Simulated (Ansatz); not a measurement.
Crystal: Si.

```
Si
1.0
    -3.32544    3.32544    1.92239
     3.32544   -3.32544    1.92239
     3.32544    3.32544   -1.92239
Si
4
Direct
  0.82120 0.17880 0.00000
  0.17880 0.82120 0.00000
  0.82120 0.82120 0.64240
  0.17880 0.17880 0.35760
```

This isn't the form of Si at room conditions, which is diamond.

Base run:

| Quantity | Value |
| --- | --- |
| Program | Ansatz 0.2.0 |
| Functional | r2SCAN |
| Potentials or basis | Ansatz PAW |
| Cutoff | 500 eV |
| Density cutoff | 2000 eV |
| k mesh | 8 × 8 × 8 |
| Occupations | fermi-dirac, width 0.05 eV |
| Spin | no spin polarisation |

Its results: band gap on the k mesh 0.44 eV, indirect (least direct gap 0.57 eV); pressure 0.1 GPa.

Question: After a change of settings the same cell gave: band gap on the k mesh 0.16 eV, indirect (least direct gap 0.29 eV); pressure -0.3 GPa. Which change was it?
A. functional from r2SCAN to PBEsol; cutoff from 500 eV to 420 eV; density cutoff from 2000 eV to 1680 eV
B. occupations from fermi-dirac, width 0.05 eV to fixed; potential files from those of the base run to others of the same set
C. functional from r2SCAN to LDA; cutoff from 500 eV to 420 eV; density cutoff from 2000 eV to 1680 eV
D. functional from r2SCAN to LDA; cutoff from 500 eV to 420 eV; density cutoff from 2000 eV to 1680 eV; occupations from fermi-dirac, width 0.05 eV to fixed; potential files from those of the base run to others of the same set

Answer: A.

r2SCAN gives the wider gap, since meta-GGAs in the generalised Kohn-Sham scheme recover part of the derivative discontinuity.

Caveats: the PAW data sets come from PBE, with cores solved anew for the run's functional, which leaves a small shift of forces and pressure; the k mesh misses the band edges, so the gap on the mesh is wider than the one along the path (some runs).

Not every run made on this cell is shown here.
